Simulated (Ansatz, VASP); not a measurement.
# One calculation of BN, two programs

```
CELL_PARAMETERS angstrom
2.52384 0.00000 0.00000
-1.26192 2.18571 0.00000
0.00000 0.00000 6.75658
ATOMIC_POSITIONS crystal
B 0.33333 0.66667 0.25000
B 0.66667 0.33333 0.75000
N 0.33333 0.66667 0.75000
N 0.66667 0.33333 0.25000
```

Alike in both runs: task single point; functional PBEsol; k mesh 12 × 12 × 4; occupations gaussian, width 0.05 eV; no spin polarisation.

```csv
,VASP,Ansatz
version,VASP 6.6.1,Ansatz 0.2.0
potentials or method,"VASP PAW PBE potentials, release 64 (B, N)","scalar-relativistic, plane waves, PAW"
plane-wave cutoff (eV),520,520
valence electrons in the cell,16,16
```

```csv
,VASP,Ansatz,Ansatz less VASP
gap on the k mesh at the Fermi level (eV),4.16,4.17,+0.007
least direct gap on the mesh (eV),4.53,4.53,+0.003
pressure (GPa),-4.8,-5.3,-0.43
largest component of the traceless stress (GPa),5.21,5.78,+0.575
```

With one functional, cell and mesh, what is left measures potentials, basis and numerics. Ansatz warned: «pseudo_functional_mismatch».

Caveats: the PAW data sets were made with another functional, which shifts forces and pressure a little (VASP); this functional lacks dispersion, which binds the layers, so the pressure and a relaxed spacing across them are unreliable. A k mesh can miss the band edges.
